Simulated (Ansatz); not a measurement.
Ge in Ansatz: the effect of functional

Crystal: Ge.

```
CELL_PARAMETERS angstrom
-2.46217 2.61504 1.41753
2.46217 -2.61504 1.41753
2.46217 2.61504 -1.41753
ATOMIC_POSITIONS crystal
Ge 0.31406 0.06406 0.25000
Ge 0.68594 0.93594 0.75000
```

This isn't the form of Ge at room conditions, which is diamond.

The cell isn't the ideal one: volume scaled by 0.96.

Alike in all runs:

| Property | Result |
| --- | --- |
| Program | Ansatz 0.2.0 |
| Task | single point |
| Potentials or basis | Ansatz PAW |
| k mesh | 11 × 11 × 11 |
| Occupations | fermi-dirac, width 0.05 eV |
| Spin | no spin polarisation |

Problem. One run gave: pressure -1.4 GPa; largest force 0.07 eV/Å. Which functional did it use?
A. PBEsol
B. LDA
C. r2SCAN

Solution. B.

| functional | cutoff | pressure (GPa) | largest force (eV/Å) |
| --- | --- | --- | --- |
| LDA | 420 eV (not typed: the program's choice for these potentials) | -1.4 | 0.07 |
| PBEsol | 420 eV (not typed: the program's choice for these potentials) | 0.6 | 0.05 |
| r2SCAN | 500 eV (not typed: the program's choice for these potentials) | 1.9 | 0.09 |

Caveats: the PAW data sets come from PBE, with cores solved anew for the run's functional, which leaves a small shift of forces and pressure.
